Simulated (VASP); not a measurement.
# Settings for GaN: band structure

GaN, P6_3mc (no. 186), 4 atoms in the cell. TB-mBJ; PAW potentials Ga_d, N (PBE set). VASP 6.6.1.

Wanted: band energies at the path's corners within 0.02 eV; smallest gap over path and mesh within 0.01 eV.

What the run is for: bands; Accuracy asked: standard; Route: KPOINTS_OPT.

Band energies at the path's corners: counted from the valence top.

POSCAR:
```
GaN
1.0
    3.1800000000      0.0000000000      0.0000000000
   -1.5900000000      2.7539607840      0.0000000000
    0.0000000000      0.0000000000      5.1660000000
Ga N
2 2
Direct
    0.6666666667      0.3333333333      0.5000000000
    0.3333333333      0.6666666667      0.0000000000
    0.6666666667      0.3333333333      0.8750000000
    0.3333333333      0.6666666667      0.3750000000
```

The series start from Plane-wave cutoff (eV): 460; k-point mesh: 7 × 7 × 4; k points a path segment: 12; Electronic threshold (eV): 1e-6; Precision mode (PREC): Accurate; Bands in all (NBANDS): 32; Aspherical gradient terms in the spheres (LASPH): yes. Each series keeps the choices made before it, and each single choice may use up half of a tolerance. Times cover all steps of a run.

## Plane-wave cutoff (eV)

| Plane-wave cutoff (eV) | Band energies at the path's corners, largest deviation (eV) | Smallest gap over path and mesh (eV) | Time (s) |
|---|---|---|---|
| 320 | 0.046 | 3.109 | 60 |
| 400 | 0.019 | 3.151 | 103 |
| 460 | 0.012 | 3.153 | 82 |
| 520 | 0.006 | 3.150 | 114 |
| 640 (reference) | 0.000 | 3.146 | 251 |

Chosen: 520, the loosest value from which every tighter one stays within half of the tolerance.

## k-point mesh

| k-point mesh | Band energies at the path's corners, largest deviation (eV) | Smallest gap over path and mesh (eV) | Time (s) |
|---|---|---|---|
| 3 × 3 × 2 | 0.060 | 3.188 | 108 |
| 4 × 4 × 2 | 0.015 | 3.160 | 106 |
| 4 × 4 × 3 | 0.014 | 3.159 | 78 |
| 5 × 5 × 3 | 0.004 | 3.153 | 75 |
| 7 × 7 × 4 | 0.000 | 3.150 | 114 |
| 8 × 8 × 5 | 0.000 | 3.150 | 116 |
| 10 × 10 × 6 (reference) | 0.000 | 3.150 | 141 |

Chosen: 5 × 5 × 3.

## Electronic threshold (eV)

| Electronic threshold (eV) | Band energies at the path's corners, largest deviation (eV) | Smallest gap over path and mesh (eV) | Time (s) |
|---|---|---|---|
| 0.001 | 0.001 | 3.152 | 39 |
| 0.0001 | 0.000 | 3.152 | 41 |
| 1e-5 | 0.000 | 3.153 | 44 |
| 1e-6 | 0.000 | 3.153 | 51 |
| 1e-7 (reference) | 0.000 | 3.153 | 55 |

Chosen: 0.001.

## Precision mode (PREC)

| Precision mode (PREC) | Band energies at the path's corners, largest deviation (eV) | Smallest gap over path and mesh (eV) | Time (s) |
|---|---|---|---|
| SingleN | 0.186 | 3.277 | 22 |
| Normal | 0.010 | 3.158 | 24 |
| Accurate (reference) | 0.000 | 3.152 | 39 |

Chosen: Accurate; the one before it in the list is off by more than half of the tolerance.

## Bands in all (NBANDS)

| Bands in all (NBANDS) | Band energies at the path's corners, largest deviation (eV) | Smallest gap over path and mesh (eV) | Time (s) |
|---|---|---|---|
| 20 | 0.063 | 3.166 | 21 |
| 21 | 0.004 | 3.151 | 25 |
| 22 | 0.002 | 3.153 | 32 |
| 24 | 0.003 | 3.154 | 28 |
| 32 | 0.002 | 3.152 | 39 |
| 42 (reference) | 0.000 | 3.153 | 39 |

Chosen: 21.

## Aspherical gradient terms in the spheres (LASPH)

| Aspherical gradient terms in the spheres (LASPH) | Band energies at the path's corners, largest deviation (eV) | Smallest gap over path and mesh (eV) | Time (s) |
|---|---|---|---|
| no | 0.036 | 3.166 | 24 |
| yes (reference) | 0.000 | 3.151 | 25 |

Chosen: yes; the one before it in the list is off by more than half of the tolerance.

Also changed on the way, by series that aren't shown: k points a path segment: 5.

## All choices together

| Input | Band energies at the path's corners, largest deviation (eV) | Smallest gap over path and mesh (eV) | Time (s) |
|---|---|---|---|
| the program's defaults (naive) | 0.041 | 3.171 | 23 |
| chosen settings | 0.009 | 3.151 | 25 |
| reference settings throughout | 0.000 | 3.145 | 482 |

The tolerance is met.

## The input

INCAR.step1:
```
ISMEAR   = 0              # smearing method
SIGMA    = 0.03           # smearing width, eV
LWAVE    = T              # write WAVECAR
LCHARG   = F              # write CHGCAR
NBANDS   = 21             # bands
PREC     = Accurate       # precision mode
LASPH    = T              # aspherical terms in the spheres
LREAL    = F              # projectors in reciprocal space
ALGO     = Normal         # electronic algorithm
EDIFF    = 0.001          # SCF threshold, eV
NELM     = 120            # most SCF steps
GGA_COMPAT= F            
ENCUT    = 520            # plane-wave cutoff, eV
EFERMI   = MIDGAP       
GGA      = PE             # functional
KPAR     = 2             
```

INCAR.step2, as INCAR.step1 but for:
```
- LWAVE = T
- GGA = PE
+ METAGGA = MBJ
+ LWAVE = F
+ LMIXTAU = T
+ ISTART = 1
```

KPOINTS:
```
Automatic mesh
0
Gamma
  5 5 3
  0 0 0
```

KPOINTS_OPT:
```
path GMKGALHA,LM,KH
5
line-mode
reciprocal
 0.0000000000  0.0000000000  0.0000000000  G
 0.5000000000  0.0000000000  0.0000000000  M

 0.5000000000  0.0000000000  0.0000000000  M
 0.3333333333  0.3333333333  0.0000000000  K

 0.3333333333  0.3333333333  0.0000000000  K
 0.0000000000  0.0000000000  0.0000000000  G

 0.0000000000  0.0000000000  0.0000000000  G
 0.0000000000  0.0000000000  0.5000000000  A

 0.0000000000  0.0000000000  0.5000000000  A
 0.5000000000  0.0000000000  0.5000000000  L

 0.5000000000  0.0000000000  0.5000000000  L
 0.3333333333  0.3333333333  0.5000000000  H

 0.3333333333  0.3333333333  0.5000000000  H
 0.0000000000  0.0000000000  0.5000000000  A

 0.5000000000  0.0000000000  0.5000000000  L
 0.5000000000  0.0000000000  0.0000000000  M

 0.3333333333  0.3333333333  0.0000000000  K
 0.3333333333  0.3333333333  0.5000000000  H
```

Commands (each step's output is kept before the next begins):
```
cat potpaw_PBE.64/Ga_d/POTCAR potpaw_PBE.64/N/POTCAR > POTCAR
cp INCAR.step1 INCAR
mpirun -np 2 vasp_std > vasp.out
cp INCAR.step2 INCAR
mpirun -np 2 vasp_std > vasp.out
```

The chosen input took VASP 6.6.1 25 s on 2 cores (AMD EPYC 7R13 (Zen 3)), a shared host.

## An input that fails: damping step far too long

The electronic loop stops at its limit of 77 steps.

Changes against the starting input:
```
- ALGO = Normal
- NELM = 120
+ ALGO = Damped
+ NELM = 77
+ TIME = 4.0
```
